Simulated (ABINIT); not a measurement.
Runs of ABINIT 10.8.3 (patched build) on MoS2. Symmetry: R3m, No. 160, trigonal system. Conventional cell: a = 3.160 Å, b = 3.160 Å, c = 18.450 Å, α = 90.00°, β = 90.00°, γ = 120.00°. Around Mo (site symmetry 3m) lie 6 S at 2.39 Å. S (site symmetry 3m) has 3 Mo at 2.39 Å as nearest neighbours. S (site symmetry 3m) has 3 Mo at 2.39 Å as nearest neighbours. Measurements of this composition are mostly on another form, of space group No. 194.

| task | level | potentials or basis | cell | k mesh | cutoff (eV) | fine-grid cutoff | cell freedom (optcell) | cutoff smearing ecutsm (Ha) | optimiser (ionmov) | force stop (Ha/bohr) | gap on the mesh (eV) | pressure (GPa) | largest force (eV/Å) |
| --- | --- | --- | --- | --- | --- | --- | --- | --- | --- | --- | --- | --- | --- |
| band structure | LDA | JTH PAW LDA v2.0 | as given | 10 × 10 × 10 | 544 | 1088.46 eV | - | - | - | - | 0.88 | -2.4 | (a) |
| band structure | TB-mBJ | JTH PAW LDA v2.0 | as given | 7 × 7 × 7 | 653 | 1251.72 eV | - | - | - | - | 1.31 | - | - |
| relaxation of cell and atoms | PBEsol | JTH PAW PBE v2.0 | relaxed | 8 × 8 × 8 | 544 | 1088.46 eV | 2 | 0.5 | 2 | 0.0005 | 1.04 | 0.1 | 0.02 |
| single point | PBEsol | PseudoDojo NC SR PBEsol v0.4.1 standard | as given | 10 × 10 × 10 | 1088 | - | - | - | - | - | (c) | 0.4 | (b) |

Alike in all rows: no spin polarisation; smearing fermi-dirac 0.05 eV.

Task: Fill in the values left out.

Result: (a) 0.08; (b) 0.27; (c) 0.91.

Caveats: the PAW data sets were made with another functional, which shifts forces and pressure a little (some runs); the constant c of TB-mBJ comes from the pseudo density here, which moves gaps by up to 0.3 eV between sets of potentials (some runs).

A k mesh can miss the band edges, and the runs leave out spin-orbit coupling on Mo.
